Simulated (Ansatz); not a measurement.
## Re in Ansatz: the effect of functional

Re:

```
Re
1.0
     2.77908    0.00000    0.00000
    -1.38954    2.40676    0.00000
     0.00000    0.00000    4.48773
Re
2
Direct
  0.66667 0.33333 0.75000
  0.33333 0.66667 0.25000
```

The cell isn't the ideal one: volume scaled by 1.02.

Alike in all runs:

```yaml
Program: Ansatz 0.2.0
Task: single point
Potentials_or_basis: Ansatz PAW
k_mesh: 11 × 11 × 6
Occupations: fermi-dirac, width 0.05 eV
Spin: no spin polarisation
```

```tsv
functional	cutoff	pressure (GPa)
LDA	420 eV (not typed: the program's choice for these potentials)	?
r2SCAN	500 eV (not typed: the program's choice for these potentials)	-7.7
PBE	420 eV (not typed: the program's choice for these potentials)	-1.4
```

What does the run with functional LDA give?

Pressure -16.9 GPa.

Caveats: the PAW data sets come from PBE, with cores solved anew for the run's functional, which leaves a small shift of forces and pressure (some runs).
